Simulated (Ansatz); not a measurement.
# KCl (CsCl type): gap against strain (isotropic on every length)

KCl (CsCl type), relaxed with r2SCAN in Ansatz, then strained (isotropic on every length; changes of length per length, axes as in the cell below) with the atoms relaxed again within the symmetry that is left. The symmetry is Pm-3m (No. 221, cubic); conventional cell a = 3.771 Å, 26.82 Å³ an atom. Around K lie 8 Cl at 3.27 Å; around Cl lie 8 K at 3.27 Å. No spin polarisation. The prototype was imposed, so other structures may be more stable.

```
CELL_PARAMETERS angstrom
3.77117 0.00000 0.00000
0.00000 3.77117 0.00000
0.00000 0.00000 3.77117
ATOMIC_POSITIONS crystal
K 0.00000 0.00000 0.00000
Cl 0.50000 0.50000 0.50000
```

Gaps are the least over each mesh (PBE 8×8×8, r2SCAN 8×8×8, HSE06 6×6×6 when unstrained) and the special points, which keep their unstrained names; stress is the change from the unstrained cell, compression positive.

```tsv
strain (%)	gap, PBE (eV)	gap, r2SCAN (eV)	gap, HSE06 (eV)	edges, HSE06	mean stress, r2SCAN (GPa)	energy rise, r2SCAN (meV/atom)
-3.68	5.591	6.405	6.962	M → Γ	+3.38	26.8
-3.33	5.532	6.341	6.899	M → Γ	+2.97	21.6
0.0	5.030	5.801	6.365	M → Γ	0.00	0.0
+0.4	4.977	5.744	6.308	M → Γ	-0.26	0.3
```

Between zero and the nearest strains the slope of the HSE06 gap against strain is -0.160 eV per percent for negative and -0.144 for positive strain.

The meshes of the hybrids are coarse, so their gaps aren't converged to the digits shown.
